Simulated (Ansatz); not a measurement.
Write the native input for Ansatz 0.2.0 that does the following.

| Quantity | Value |
| --- | --- |
| Task | single point |
| Functional | HSE06 form with a typed share of exact exchange |
| Potentials or basis | Ansatz PAW |
| Cutoff | 420 eV (not typed: the program's choice for these potentials) |
| k mesh | 6 × 6 × 6 |
| Occupations | fermi-dirac, width 0.05 eV |
| Spin | no spin polarisation |
| Share of exact exchange | 0.35 |

CuO:

```
Cu O
1.0
     0.00000    2.11656    2.11656
     2.11656    0.00000    2.11656
     2.11656    2.11656    0.00000
Cu O
1 1
Cartesian
  1.9814 1.9843 0.1219
  2.2518 2.2488 1.9946
```

The cell comes from a database or a generator and needn't be the stable form of this composition.

The cell isn't the ideal one: atom 2 moved 0.45 Å.

These files were run (other wordings do the same):

input.yaml

```yaml
crystal:
  lattice:
    - [0.0, 2.11656, 2.11656]
    - [2.11656, 0.0, 2.11656]
    - [2.11656, 2.11656, 0.0]
  atoms:
    - { symbol: Cu, position: [0.02949772, 0.02810087, 0.90802599] }
    - { symbol: O, position: [0.47050228, 0.47189913, 0.59197401] }
hamiltonian:
  xc:
    exchange: pbe
    correlation: pbe
    exx: { coeff: 0.35, omega: 0.2078699 }
  pseudopotentials: { kind: paw }
kpoints:
  mp_grid: { grid: [6, 6, 6] }
scf:
  occupations: { method: fermi_dirac, width: 0.05 }
output:
  forces: true
  stress: true
  eigenvalues: true
  write_density: true
  write_potential: true
  elf: true
  volumetric_format: npy
```

Potentials or basis: Ansatz PAW.

Run with:

```sh
$ ansatz run input.yaml --threads 2 --pin off --max-ram 5632MiB --backend cpu --events-out ev --progress --plain --runs-dir out
```

Results of the run:

* Pressure: 10.3 GPa
* Largest force: 0.641 eV/Å
* Band gap on the k mesh: none (metal or under the smearing width)

Caveat: the k mesh is coarse (spacing up to 0.43 Å⁻¹), so the values aren't converged, least of all with exact exchange; the pressure holds a Pulay correction of +0.8 GPa for the finite cutoff; an odd number of electrons without spin polarisation forces a metal; a magnetic or distorted state may lie lower; the run has no spin polarisation, though such a crystal can be magnetic; the PAW data sets come from PBE, with cores solved anew for the run's functional, which leaves a small shift of forces and pressure; the thresholds are loose for stress.

Run time: 66 s on 2 threads of Arm Neoverse V1 (shared host), peak memory 0.97 GiB.
